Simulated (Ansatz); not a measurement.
# Localised basis functions on Al-Cu cluster of 39 atoms, built as a decahedron and then minimised (random alloy), part 3 of 3

Wanted: errors and times of a linear-scaling basis for Al-Cu cluster of 39 atoms, built as a decahedron and then minimised (random alloy). A setting counts as converged where the r.m.s. difference of forces stays under 1 % of the r.m.s. force.

Ansatz 0.2.0; Kohn-Sham DFT, PBE, PAW (set soft_2), plane waves.

The cell: 15 Cu and 24 Al. The host structure and its lattice constant were typed by rule, without a check against the phase diagram. Beside vacuum, support functions can miss their usual error bounds without a warning. The main run has no spin polarisation.

So far. Step 11 (Support functions medium, spacing 0.183 Å): Forces differ from the reference by 0.64 meV/Å r.m.s., 0.14 % of their size, well within a tolerance of 1 %; the energy by -1.6 meV/atom. It took roughly 6.6 times the reference's time (one timing each, with unlike analyses asked), in 24 cycles against 14.

## 13. The reference in detail

The comparisons rest on this run, so its electronic structure is set out here.

Neighbours are counted within 3.27 Å (Al-Al), 3.27 Å (Al-Cu), 3.27 Å (Cu-Cu).

Length of the force by element and coordination:

```
element  coordination  atoms  mean length of the force (eV/Å)  spread  least   most
     Al           all     24                            0.747   0.377  0.200   2.06
     Al             5      4                            0.596  0.0744  0.481  0.680
     Al             6      6                            0.552   0.250  0.200   1.00
     Al             7      4                            0.694   0.226  0.482   1.04
     Al             8      5                            0.778   0.255  0.409   1.20
     Al             9      1                            0.523       0  0.523  0.523
     Al            12      4                             1.26   0.511  0.643   2.06
     Cu           all     15                            0.731   0.289  0.229   1.26
     Cu             5      1                             1.14       0   1.14   1.14
     Cu             6      3                             1.06   0.144  0.926   1.26
     Cu             7      2                            0.529   0.146  0.383  0.676
     Cu             8      5                            0.573   0.158  0.418  0.851
     Cu             9      1                            0.229       0  0.229  0.229
     Cu            12      2                            0.871   0.144  0.727   1.02
     Cu            13      1                            0.760       0  0.760  0.760
```

States in the cell by windows of 1 eV, zero at the Fermi level; the larger projections on atomic orbitals stand beside the total:

```
from (eV)  to (eV)  total  Cu d  Al p  Al s  Cu s
      -18      -11    0.0   0.0   0.0   0.0   0.0
      -11      -10    0.4   0.0   0.1   0.2   0.1
      -10       -9    1.6   0.0   0.4   0.8   0.4
       -9       -8    5.8   0.1   2.2   2.5   1.0
       -8       -7    5.7   0.2   2.4   2.4   0.6
       -7       -6    6.4   0.4   2.7   2.4   0.8
       -6       -5   12.8   2.3   5.1   4.2   1.0
       -5       -4   17.2   9.7   3.3   2.7   1.3
       -4       -3   53.4  43.4   5.4   2.8   1.4
       -3       -2   89.4  78.2   6.5   2.9   1.2
       -2       -1   23.8   9.7   8.4   3.6   1.4
       -1        0   21.0   2.5  12.5   3.0   2.0
        0        1   17.5   1.2  10.8   2.5   1.9
        1        2   18.4   0.6  10.8   2.2   2.7
        2        3   24.4   0.6  13.5   3.0   2.7
```

The levels nearest the highest filled one (over half full), pooled over k-points and spins:

```
level less the highest filled one (eV)  occupation
                                -0.404        2.00
                                -0.312        2.01
                                -0.242        2.04
                                -0.159        2.13
                               -0.0785        2.14
                                     0        1.75
                                 0.118       0.647
                                 0.182        0.24
                                 0.264       0.042
                                 0.398       0.001
                                 0.466           0
                                 0.566           0
```

Electrostatic potential energy in the ab plane at fractional z = 0.537, with atoms of Al and Cu within 0.2 Å of it. With pseudopotentials it is smooth inside the atoms' cores, unlike the true potential.

Values in eV, 13 rows by 16 columns, each cell a mean:
```
  1   1   1   1   1   1   1   1   1   1   1   1   1   1   1   1
  1   1   1   1   1   1   1   1   1   1   1   1   1   1   1   1
  1   1   1   1   1   1   1   1   1   1   1   1   1   1   1   1
  1   1   1   1   1   0  -8 -10  -1  -4  -9  -2   0  -1   0   1
  1   1   1   1   1  -1 -10 -10  -3  -9 -13  -8 -15 -15  -2   1
  1   1   1   1   1  -7 -20  -8  -5  -5  -4  -6  -8  -9   0   1
  1   1   1  -1 -10 -11  -4  -2  -8 -17  -6  -5 -13 -15  -1   1
  1   1   1  -1  -9 -11  -3  -9 -14  -9 -13 -17  -6  -4  -1   1
  1   1   1   1   0  -3  -6  -7 -10  -5  -5  -6 -12  -8  -1   1
  1   1   1   1   1   1  -2 -12  -4  -3  -4  -1  -4  -2   1   1
  1   1   1   1   1   1   1   0   1   1   1   1   1   1   1   1
  1   1   1   1   1   1   1   1   1   1   1   1   1   1   1   1
  1   1   1   1   1   1   1   1   1   1   1   1   1   1   1   1
```
Columns run along a (16.0 Å, from fractional 0.07 to 0.82 of the cell; values clipped at the 3rd and 97th percentile), rows up along b (21.0 Å). Atoms in or near the plane, at fractional coordinates: Al at (0.46, 0.39), Al at (0.59, 0.42), Al at (0.67, 0.64), Al at (0.55, 0.67), Cu at (0.37, 0.58), Al at (0.30, 0.46).

Valence density in the ab plane at fractional z = 0.537, with atoms of Al and Cu within 0.2 Å of it. It is the smooth field of the valence electrons, not physical close to the nuclei.

Ten steps, logarithmic in the rise over the least value, from '0' (0 e/Å³) to '9' (16 e/Å³), each cell a mean:
```
00000000000000000000000000000000000000000000
00000000000000000000000000000000000000000000
00000000000000000000000000000000000000000000
00000000000000000000000000000000000000000000
00000000000000000000000000000000000000000000
00000000000000000000000000000000000000000000
00000000000000000000011111100011111000000000
00000000000000000000111111111111011111111100
00000000000000000000122211112221111111100111
00000000000000000002699632122211111111111110
00000000000000000012699621111111122322233210
00000000000000001111122111111111112222599731
00000000000000111111111111111111111111255421
00000000000000011111111111111111111111111110
00000000000000000111111111101111111112211111
00000000000000000011111111111111111122222111
00000000000000000000111222211122221111111110
00000000000000000000001233211111111000000000
00000000000000000000000011000000000000000000
00000000000000000000000000000000000000000000
00000000000000000000000000000000000000000000
00000000000000000000000000000000000000000000
00000000000000000000000000000000000000000000
00000000000000000000000000000000000000000000
```
Columns run along a (16.0 Å, from fractional 0.00 to 0.75 of the cell), rows up along b (21.0 Å). Atoms in or near the plane, at fractional coordinates: Al at (0.46, 0.39), Al at (0.59, 0.42), Al at (0.67, 0.64), Al at (0.55, 0.67), Cu at (0.37, 0.58), Al at (0.30, 0.46).

Within 0.4 eV of the Fermi level the largest share is Al p (65 % of the projected weight).

## 14. Distances and neighbours

These statistics describe the geometry on which the runs were made.

Normalised to the volume that the atoms fill. g(r), total and by pair (bins of 0.1 Å):

```
r (Å)  total  Al-Al  Al-Cu  Cu-Cu
 2.25   0.00   0.00   0.00   0.00
 2.35   0.21   0.00   0.00   1.41
 2.45   2.33   0.51   3.28   3.95
 2.55   5.76   3.77   5.71  11.00
 2.65   6.36   7.10   5.99   5.64
 2.75   4.35   3.66   5.61   2.10
 2.85   3.77   5.38   3.65   0.00
 2.95   0.94   0.35   1.42   0.93
 3.05   0.51   0.67   0.27   0.84
 3.15   0.48   0.31   0.51   0.81
 3.25   0.11   0.29   0.00   0.00
 3.35   0.32   0.28   0.44   0.00
 3.45   0.29   0.52   0.21   0.00
 3.55   0.28   0.25   0.19   0.64
 3.65   0.44   0.46   0.56   0.00
 3.75   0.42   0.22   0.53   0.57
 3.85   0.32   0.42   0.17   0.53
 3.95   0.38   0.40   0.16   1.02
 4.05   0.57   0.37   0.75   0.48
 4.15   0.55   0.72   0.43   0.46
 4.25   0.72   0.69   0.68   0.89
 4.35   0.87   0.65   0.79   1.69
 4.45   1.72   1.25   2.14   1.62
 4.55   1.36   1.04   1.20   2.69
 4.65   1.31   1.43   1.51   0.37
 4.75   1.15   1.11   1.10   1.41
 4.85   1.00   1.19   0.74   1.35
 4.95   0.67   0.38   0.81   0.98
 5.05   0.83   0.98   0.88   0.32
 5.15   0.80   0.70   0.93   0.59
 5.25   0.85   1.01   0.90   0.29
 5.35   0.82   0.76   0.96   0.56
 5.45   0.47   0.52   0.42   0.53
 5.55   0.31   0.20   0.41   0.26
 5.65   0.15   0.20   0.16   0.00
 5.75   0.28   0.28   0.30   0.24
 5.85   0.17   0.09   0.29   0.00
 5.95   0.23   0.18   0.21   0.45
 6.05   0.32   0.43   0.20   0.43
 6.15   0.25   0.16   0.20   0.63
 6.25   0.24   0.32   0.26   0.00
 6.35   0.32   0.31   0.31   0.40
 6.45   0.28   0.15   0.30   0.57
 6.55   0.49   0.22   0.81   0.19
```

Neighbours by pair of elements; one cutoff, the widest of the pairs' first minima of g(r), serves all pairs of this metal:

```
pair A-B  cutoff (Å)  bonds  mean length (Å)  spread (Å)  shortest (Å)  B about A  A about B
   Al-Al        3.27     52             2.74       0.141          2.48       4.33       4.33
   Al-Cu        3.27     77             2.71       0.157          2.42       3.21       5.13
   Cu-Cu        3.27     23             2.63       0.184          2.37       3.07       3.07
```

How many atoms have how many bonded neighbours:

```
element  mean  5  6  7  8  9  12  13
     Al  7.54  4  6  4  5  1   4   0
     Cu   8.2  1  3  2  5  1   2   1
```

Among the first-shell peaks of g(r) are those at about 2.65 Å (Al-Al), 2.66 Å (Al-Cu) and 2.57 Å (Cu-Cu). By these cutoffs 25 % of Al atoms have 6 and 33 % of Cu atoms have 8 bonded neighbours.

A closer look about Al35, picked at random: 8 atoms, nearest first, numbered in the order of the input, with positions taken from that point.

```
atom      x      y      z  distance (Å)  bonds     Fx     Fy  Fz (eV/Å)
Al35   0.00   0.00   0.00          0.00      7  -0.06  -0.64       0.37
Al18   0.10   1.77  -1.73          2.48     12  -0.80   1.48      -1.18
Al33  -2.53  -0.85  -0.01          2.67      6   0.08  -0.27      -0.62
Al16  -1.99   1.72   0.97          2.81      7  -0.56  -0.88       0.05
Cu34  -1.06  -0.73  -2.51          2.82      8   0.07   0.81       0.26
Al37   2.47   1.32  -0.39          2.83      5  -0.08   0.57       0.13
Al36   1.63  -0.19  -2.33          2.85      6  -0.22  -0.72      -0.66
Al19   0.31   2.78   0.66          2.87      8   0.95   0.64       0.35
```

## 15. Summary of results

```json
{
  "free energy per atom": "-2878.2613 eV/atom",
  "r.m.s. force component": "0.4723 eV/Å",
  "wall time of the 10 DFT runs": "48 min"
}
```

Against plane waves at 420 eV, the forces differ by 0.68 meV/Å (0.14 %) with support functions medium. At 39 atoms the fastest of the runs at a preset level, support functions low, takes roughly 2.6 times the time of plane waves (whose run also made extra analyses), in 20 SCF cycles against 14. Differences between support functions and plane waves include what basis error the plane-wave run still has. As the typed spacing goes from 0.183 to 0.411 Å, the force difference goes from 0.64 to 592 meV/Å, and the time from 8.7 min to 2 min.

4 levels are partly filled, by over 2 % (at Γ alone): at this level the cell shows no clear gap. With the cutoffs above, 25 % of Al atoms have 6 and 33 % of Cu atoms have 8 bonded neighbours.

What to keep in mind: The geometry is a frame of classical dynamics and isn't relaxed at this level: its force components are 0.47 eV/Å r.m.s. The name gives the shape as built, which the classical minimisation can have changed.

[Long decimals in the printed logs are rounded to 6 places.]

[Logs are printed without paths, hosts, clocks, repeated set-up lines and the standing remarks that a program may print on its own settings, such as how far it seeks lower states.]

[Hosts, paths, dates, database ids (printed as entryN), source tags and the programs' standing remarks are cut or masked in the printed files.]
